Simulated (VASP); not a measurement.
A run of VASP 6.6.1 is set up as follows.

Contents of INCAR:

```
SYSTEM = GaP
PREC     = Accurate       ! precision mode
ENCUT    = 520            ! plane-wave cutoff, eV
EDIFF    = 1E-6           ! SCF threshold, eV
ISMEAR   = 0              ! smearing method
SIGMA    = 0.03           ! smearing width, eV
LREAL    = .False.        ! projectors in reciprocal space
LASPH    = .True.         ! aspherical terms in the spheres
NELM     = 80             ! most SCF steps
ALGO     = Fast           ! electronic algorithm
ISIF     = 2              ! what is computed and relaxed
LWAVE    = .False.        ! write WAVECAR
LCHARG   = .False.        ! write CHGCAR
GGA      = PE             ! functional
NBANDS   = 16             ! bands
```

KPOINTS

```
Automatic mesh
0
Gamma
  8 8 8
  0 0 0
```

POSCAR

```
GaP                                     
1.0
    0.0000000000      2.7184163015      2.7184163015
    2.7184163015      0.0000000000      2.7184163015
    2.7184163015      2.7184163015      0.0000000000
  Ga              P             
     1     1
Direct
     0.0000000000000000    0.0000000000000000    0.0000000000000000
     0.2500000000000000    0.2500000000000000    0.2500000000000000
```

File KPOINTS_OPT:

```
explicit points
202
Reciprocal
 0.0000000000  0.0000000000  0.0000000000 1
 0.0555555556  0.0000000000  0.0555555556 1
 0.1111111111  0.0000000000  0.1111111111 1
 0.1666666667  0.0000000000  0.1666666667 1
 0.2222222222  0.0000000000  0.2222222222 1
 0.2777777778  0.0000000000  0.2777777778 1
[... 194 lines left out ...]
 0.5107344400  0.0214688900  0.5107344400 1
 0.4892655600 -0.0214688900  0.4892655600 1
```

Potentials or basis: VASP PAW PBE potentials, release 64 (Ga_d, P).

Run with:

```sh
$ cat potpaw_PBE.64/Ga_d/POTCAR potpaw_PBE.64/P/POTCAR > POTCAR
$ mpirun -np 1 vasp_std > vasp.out
```

(1) Estimate the pressure.

(2) Predict the band gap on the k mesh.

(3) What does it give for the band gap along the path?

## Answers

(1) 3.1 GPa.

(2) 1.63 eV, indirect (least direct gap 1.89 eV).

(3) 1.58 eV, indirect (least direct gap 1.89 eV).

**Experimental background.**

“Stacking defects in GaP nanowires: Electronic structure and optical properties”, 2018, arxiv:1810.01194 quotes, for a bulk crystal of GaP at 10 K: band gap 2.34 eV (indirect).

Against the measured gap of GaP, 2.34 eV (indirect; 10 K; quoted in “Stacking defects in GaP nanowires: Electronic structure and optical properties”, 2018, arxiv:1810.01194), the calculated 1.58 eV is off by -0.76 eV. Spin-orbit coupling on Ga is left out. The value is that of PBE, without temperature or zero-point motion. Semilocal functionals fall short of measured gaps as a rule.
